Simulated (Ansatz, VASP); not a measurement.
# NaCl: VASP beside Ansatz

```
Na Cl
1.0
     0.00000    2.80095    2.80095
     2.80095    0.00000    2.80095
     2.80095    2.80095    0.00000
Na Cl
1 1
Direct
  0.00000 0.00000 0.00000
  0.50000 0.50000 0.50000
```

Alike in both runs: task single point; functional LDA; k mesh 8 × 8 × 8; occupations gaussian, width 0.02 eV; no spin polarisation.

|  | VASP | Ansatz |
| --- | --- | --- |
| version | VASP 6.6.1 | Ansatz 0.2.0 |
| potentials or method | VASP PAW LDA potentials, release 64 (Na_pv, Cl) | scalar-relativistic, plane waves, PAW |
| plane-wave cutoff (eV) | 520 | 420 |
| valence electrons in the cell | 14 | 16 |

```csv
,VASP,Ansatz,Ansatz less VASP
gap on the k mesh at the Fermi level (eV),4.78,4.77,-0.006
least direct gap on the mesh (eV),4.78,4.77,-0.006
pressure (GPa),-2.0,-2.0,-0.01
```

The two sets of potentials don't hold the same shells in valence.
